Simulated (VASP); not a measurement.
Crystal: GaN.

```
Ga N
1.0
     0.00000    2.10852    2.10852
     2.10852    0.00000    2.10852
     2.10852    2.10852    0.00000
Ga N
1 1
Direct
  0.00000 0.00000 0.00000
  0.50000 0.50000 0.50000
```

The cell was built by a generator and needn't be a form met in nature.

Program: VASP 6.6.1. Alike in all runs: task single point; potentials or basis VASP PAW PBE potentials, release 64 (Ga_d, N); no spin polarisation; cell as given; cutoff (eV) 520; smearing gaussian 0.01 eV.

**Question.** Order these runs on this cell by their pressure, lowest first.
A. level PBE-based global hybrid; k mesh 6 × 6 × 6; exchange at q = 0 truncated; grid for exact exchange (PRECFOCK) Normal; share of exact exchange 0.4; mesh quality coarse
B. level PBE; k mesh 8 × 8 × 8; mesh quality not flagged
C. level HSE06; k mesh 6 × 6 × 6; exchange at q = 0 truncated; grid for exact exchange (PRECFOCK) Normal; screening parameter 0.2079 1/A; mesh quality coarse

**Answer.** A (-6.0 GPa), C (-0.4 GPa), B (9.1 GPa).

Caveats: some runs use coarse meshes; the PAW data sets were made with another functional, which shifts forces and pressure a little (some runs).
